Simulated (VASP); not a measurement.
# BeTe in VASP: one cell, several levels of theory

The task here is to estimate one member of a computed series from the others.

The runs shown are made with VASP 6.6.1. PAW datasets, plane waves. Simulation only: spin-unpolarised, and no claim that this is the phase found in nature.

**Starting point**

The cell comes from an earlier relaxation with r2SCAN in another program.

Space group Pm-3m (No. 221), cubic; a = 3.365 Å in the conventional setting, 19.05 Å³ an atom. Be has 8 Te at 2.91 Å; Te has 8 Be at 2.91 Å.

The structure in full:

```xyz
2
Lattice="3.3651 0.0000 0.0000 0.0000 3.3651 0.0000 0.0000 0.0000 3.3651" Properties=species:S:1:pos:R:3 pbc="T T T"
Be    0.0000    0.0000    0.0000
Te    1.6825    1.6825    1.6825
```

Set-up of the first run:

Input file INCAR:

```
ENCUT = 520.000000
SIGMA = 0.020000
EDIFF = 1.00e-07
GGA = PE
PREC = Accurate
IBRION = -1
ISIF = 2
ISMEAR = -1
NBANDS = 11
NELM = 120
NSW = 0
LASPH = .TRUE.
LCHARG = .FALSE.
LWAVE = .FALSE.
LREAL = .FALSE.
```

Input file KPOINTS:

```
KPOINTS created by Atomic Simulation Environment
0
Gamma
8 8 8
0 0 0
```

Input file KPOINTS_OPT:

```
special points
7
Reciprocal
0.0000000000 0.0000000000 0.0000000000 1
0.0000000000 0.5000000000 0.0000000000 1
0.5000000000 0.5000000000 0.0000000000 1
0.5000000000 0.5000000000 0.5000000000 1
0.1500000000 0.5000000000 0.0000000000 1
0.5000000000 0.5000000000 0.3000000000 1
0.0000000000 0.2500000000 0.3750000000 1
```

Input file POSCAR:

```
Be Te
 1.0000000000000000
     3.3650594852277229    0.0000000000000000   -0.0000000000000000
    -0.0000000000000000    3.3650594852277229    0.0000000000000000
     0.0000000000000000    0.0000000000000000    3.3650594852277229
 Be  Te
   1   1
Cartesian
 -0.0000000000000000  0.0000000000000000  0.0000000000000000
  1.6825297426138615  1.6825297426138615  1.6825297426138615
```

The run uses the recommended PBE PAW datasets (8 valence electrons a neutral cell).

On the command line:

```
$ mpirun -np 1 vasp_std
```

Among the steps run: PBE; Single point with r2SCAN; Single point with LDA; Single point with PBEsol; PBE+SOC at this geometry.

One of the session's tables, all rows but one given; the rest of the session is left out.

| level | gap (eV) | pressure (GPa) |
| --- | --- | --- |
| PBE | -2.66 | -0.43 |
| r2SCAN | -2.73 | -0.02 |
| LDA | -2.57 | -3.59 |
| PBEsol | -2.63 | -2.51 |
| PBE+SOC | ? | ? |

Q: Estimate the row for PBE+SOC from the others.

**Answer.** gap (eV): -2.80; pressure (GPa): -0.24. In the column «gap (eV)» it is the lowest.

A negative gap is an overlap of bands.

In words: No gap over 0.02 eV opens at any of these levels.
